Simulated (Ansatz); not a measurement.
MnSb:

```
Sb Mn
1.0
     4.15000    0.00000    0.00000
    -2.07500    3.59401    0.00000
     0.00000    0.00000    5.78000
Sb Mn
2 2
Direct
  0.66667 0.33333 0.75000
  0.33333 0.66667 0.25000
  0.00000 0.00000 0.50000
  0.00000 0.00000 0.00000
```

Base run:

- Program: Ansatz 0.2.0
- Functional: PBEsol
- Potentials or basis: Ansatz PAW
- Cutoff: 420 eV (not typed: the program's choice for these potentials)
- k mesh: 7 × 7 × 5
- Occupations: fermi-dirac, width 0.05 eV
- Spin: collinear spin, ferromagnetic start
- Starting moments: [0.0, 0.0, 4.0, 4.0] μB
- Hubbard terms: Mn d U = 1 eV

Its results: band gap on the k mesh none (metal or under the smearing width); pressure -3.5 GPa; net moment 7.25 μB per cell; site moments Sb -0.14; Mn +3.71 μB.

Task: The run is repeated on the same cell with these changes: hubbard terms from Mn d U = 1 eV to Mn d U = 5 eV. What comes out?

Result: Band gap on the k mesh none (metal or under the smearing width); pressure 6.3 GPa; net moment 8.19 μB per cell; site moments Sb -0.21; Mn +4.27 μB.

Caveats: the magnetic or orbital state may not be the lowest; only a ferromagnetic start was run, and an antiferromagnetic order may lie lower in energy; the PAW data sets come from PBE, with cores solved anew for the run's functional, which leaves a small shift of forces and pressure; the U is typed as a test and isn't derived for this compound; the density of states is complete only up to the lowest level of the last band computed.
